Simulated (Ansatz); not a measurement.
A (001) slab of relaxed bulk Ag (Fm-3m, 16.66 Å³/atom, gap on the mesh 0.00 eV), 4 planes in a 6×1 cell with the lowest 2 held; added atoms sit on lattice sites of the next plane. A dipole correction is on. The surface energy is the mean of the held and the free face; step energies are per length and the mean of the stripe's two steps, which run along the shortest translation of the plane; step and island energies count from the flat slab and bulk atoms.

The calculation used DFT PBEsol, scalar-relativistic, plane waves, PAW (Ansatz).

Cutoff 420 eV, Gaussian smearing of 0.10 eV, energies at zero smearing, symmetry of each start kept, no spin polarisation.

| start | atoms | k mesh | surface energy (J/m²) | step energy (meV/Å) |
| --- | --- | --- | --- | --- |
| flat slab | 24 | 2×12×1 | 1.13 | - |
| stripe of 2 atoms | 26 | 2×12×1 | - | 45 |
| stripe of 3 atoms | 27 | 2×12×1 | - | 48 |

A dash: not computed, or not clear enough to read.

Zero in every row: gap on the mesh (eV).

Small energy differences in metals hang on the k mesh (about 10 mJ/m² or 1 to 2 meV/atom on the mesh of the relaxation).

Cost: 3 runs of about 85 core-minutes in all, on Intel Xeon Platinum 8375C (Ice Lake) (shared hosts).